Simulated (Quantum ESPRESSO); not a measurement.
# MoS2: Wannier functions under several settings

```xyz
3
Lattice="3.2275 0.0000 0.0000 -1.6137 2.7951 0.0000 0.0000 0.0000 6.3125" Properties=species:S:1:pos:R:3 pbc="T T T"
Mo    0.0000    0.0000    3.1562
S     1.6137    0.9317    4.7008
S     0.0000    1.8634    1.6117
```

Measurements of this composition are mostly on another form, of space group No. 194.

All runs used Quantum ESPRESSO 7.5; potentials GBRV 1.5 LDA; k mesh 7 × 7 × 3; given cell; no spin polarisation; cutoff 612 eV; occupations fermi-dirac, width 0.05 eV.

| level | start | Wannier mesh | spread a function (Å²) | RMS miss of the bands (meV) |
| --- | --- | --- | --- | --- |
| LDA | atomic projections with disentanglement | 5 × 5 × 2 | 1.11 | 10 |
| LDA | atomic projections with disentanglement, not minimised | 5 × 5 × 2 | ? | ? |
| LDA | SCDM with an erfc weight | 5 × 5 × 2 | 2.65 | 49 |

Q: What stands in the row left open?

A: Spread a function 2.09 Å²; RMS miss of the bands 16 meV.

Caveats: the Wannier minimisation didn't converge (some runs).

For the row left open. Caveat: the k mesh is coarse.
